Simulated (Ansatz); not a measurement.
Runs of Ansatz 0.2.0 on Sc. Symmetry: Fm-3m, No. 225, cubic system. The conventional cell has a = 4.520 Å, b = 4.520 Å, c = 4.520 Å, α = 90.00°, β = 90.00°, γ = 90.00°. Sc (site symmetry m-3m) has 12 Sc at 3.20 Å as nearest neighbours. This isn't the form of Sc at room conditions, which is hcp.

```csv
task,level,potentials or basis,spin,U,cell,k mesh,cutoff (eV),smearing,driver,hubbard projectors,double counting,broadening,points for each segment of the path,gap on the mesh (eV),pressure (GPa)
single point,PBEsol+U,Ansatz PAW,off,Sc d U = 3 eV,cell strained at random at fixed volume,8 × 8 × 8,420,fermi-dirac 0.025 eV,chain,ortho-atomic (the default),fll (the default),-,-,none,7.8
electron localisation function,r2SCAN0+D3(BJ),Ansatz PAW,off,-,as given,7 × 7 × 7,500,methfessel-paxton 0.1 eV,chain,-,-,-,-,none,4.4
projected density of states,rPW86-PBE,Ansatz PAW polarizable,off,-,as given,10 × 10 × 10,420,fermi-dirac 0.1 eV,-,-,-,-,-,none,4.6
optical spectrum,LDA,SSSP efficiency PAW,off,-,cell strained at random at fixed volume,8 × 8 × 8,1225,fermi-dirac 0.05 eV,chain,-,-,0.05 eV,-,none,-
projected density of states,RPBE+D3(BJ)+ATM+U,Ansatz PAW,off,Sc d U = 4 eV,volume scaled by 1.25,9 × 9 × 9,420,gaussian 0.05 eV,chain,ortho-atomic (the default),fll (the default),-,-,none,(a)
band structure,revPBE,Ansatz PAW,"non-collinear, ferromagnetic start, SOC",-,cell strained at random at fixed volume,8 × 8 × 8,420,fermi-dirac 0.01 eV,chain,-,-,-,14,none,5.4
projected density of states,rPW86-PBE,Ansatz PAW polarizable,off,-,as given,10 × 10 × 10,420,fermi-dirac 0.1 eV,chain,-,-,-,-,none,4.6
```

Question: Fill in the values left out.

Answer: (a) -14.9.

Caveats: the potentials were made for another functional, which shifts forces and pressure (some runs); U without spin polarisation on a metal has little footing (some runs); the U is typed as a test and isn't derived for this compound (some runs); pairwise dispersion overbinds metals, which lowers pressure and volume (some runs); the thresholds are loose for stress (some runs); the PAW data sets were made with another functional, which shifts forces and pressure a little (some runs); the dispersion damping was fitted for another functional or another form of the correction (some runs).

A gap of «none» marks a metal or a gap under the smearing width.

Runs at the PBE level aren't shown here.
